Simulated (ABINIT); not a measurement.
Runs of ABINIT 10.8.3 (patched build) on Si2W. Symmetry: I4/mmm, No. 139, tetragonal system. The conventional cell has a = 3.214 Å, b = 3.214 Å, c = 7.830 Å, α = 90.00°, β = 90.00°, γ = 90.00°. W (site symmetry 4/mmm) is surrounded by 10 Si at 2.62 Å. Si (site symmetry 4mm) has 5 Si at 2.59 to 2.63 Å and 5 W at 2.62 Å as nearest neighbours. 

```csv
task,level,potentials or basis,cell,k mesh,cutoff (eV),fine-grid cutoff,most SCF steps,cell freedom (optcell),cutoff smearing ecutsm (Ha),optimiser (ionmov),mesh quality,gap on the mesh (eV),pressure (GPa),relaxed volume (Å³/atom),largest force (eV/Å)
band structure,LDA-PZ,JTH PAW LDA v2.0,as given,12 × 12 × 12,408,816.342 eV,-,-,-,-,not flagged,none,-,-,0.05
single point,HSE06,PseudoDojo NC SR PBE v0.4.1 standard,as given,4 × 4 × 4,844,-,60,-,-,-,coarse,none,-0.4,-,0.19
relaxation of cell and atoms,r2SCAN,JTH PAW PBE v2.0,relaxed,10 × 10 × 10,517,1034.03 eV,-,2,0.5,2,not flagged,none,-,13.44,-
single point,LDA,JTH PAW LDA v2.0,as given,16 × 16 × 16,408,816.342 eV,-,-,-,-,not flagged,none,-,-,(b)
single point,r2SCAN,JTH PAW PBE v2.0,as given,10 × 10 × 10,517,1034.03 eV,-,-,-,-,not flagged,none,-,-,0.07
band structure,RPBE,JTH PAW PBE v2.0,as given,12 × 12 × 12,435,870.764 eV,-,-,-,-,not flagged,none,5.5,-,0.11
single point,PBEsol,PseudoDojo NC SR PBEsol v0.4.1 standard,as given,12 × 12 × 12,1007,-,-,-,-,-,not flagged,none,(a),-,0.02
relaxation of cell and atoms,WC,JTH PAW PBE v2.0,relaxed,8 × 8 × 8,517,1034.03 eV,-,2,0.5,2,not flagged,none,0.0,13.45,-
```

Alike in all rows: no spin polarisation; smearing fermi-dirac 0.05 eV.

**Question.** Estimate the missing entries.

**Answer.** (a) -2.0; (b) 0.06.

Caveats: some runs use coarse meshes; the PAW data sets were made with another functional, which shifts forces and pressure a little (some runs); Libxc's HSE differs a little from that of other programs (some runs); the potentials were made for another functional, which shifts forces and pressure (some runs).

A k mesh can miss the band edges, and the runs leave out spin-orbit coupling on W.

A gap of «none» marks a metal or a gap under the smearing width.

Not every run made on this cell is shown here.
